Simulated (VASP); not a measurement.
Set up this calculation in VASP 6.6.1, as the native input.

```yaml
Task: single point
Functional: BLYP
Potentials_or_basis: VASP PAW PBE potentials, release 64 (Cs_sv)
Cutoff: 520 eV
k_mesh: 5 × 5 × 3
Occupations: fermi-dirac, width 0.1 eV
Spin: no spin polarisation
Dipole_correction: no
Further_INCAR_settings: ALGO = Normal; EDIFF = 1e-07; NBANDS = 16
```

The structure of Cs lies in POSCAR:

```
Cs
1.0
    5.5663060500      0.0000000000      0.0000000000
   -2.7831530300      4.8205624500      0.0000000000
    0.0000000000      0.0000000000      9.2584789600
Cs
2
Direct
    0.3333333333      0.6666666667      0.2500000000
    0.6666666667      0.3333333333      0.7500000000
```

This isn't the form of Cs at room conditions, which is bcc.

One way to write it, as run:

INCAR

```
AGGAC = 1.0
AGGAX = 1.0
ALDAC = 0.0
ALDAX = 1.0
ALGO = Normal
EDIFF = 1E-7
ENCUT = 520
GGA = B5
ISIF = 2
ISMEAR = -1
LASPH = T
LCHARG = F
LREAL = F
LWAVE = F
NBANDS = 16
NELM = 100
PREC = Accurate
SIGMA = 0.1
```

KPOINTS

```
k-points
0
Gamma
  5 5 3
```

Potentials or basis: VASP PAW PBE potentials, release 64 (Cs_sv).

Command:

```sh
$ cat potpaw_PBE.64/Cs_sv/POTCAR > POTCAR
$ mpirun -np 1 vasp_std > vasp.out
```

Results of the run:

| Quantity | Value |
| --- | --- |
| Pressure | 0.0 GPa |
| Band gap on the k mesh | none (metal or under the smearing width) |

Caveat: the PAW data sets were made with another functional, which shifts forces and pressure a little.

It took 40 s on 1 thread of Intel(R) Xeon(R) 6975P-C (Granite Rapids), on a shared host, peak memory 0.32 GiB.
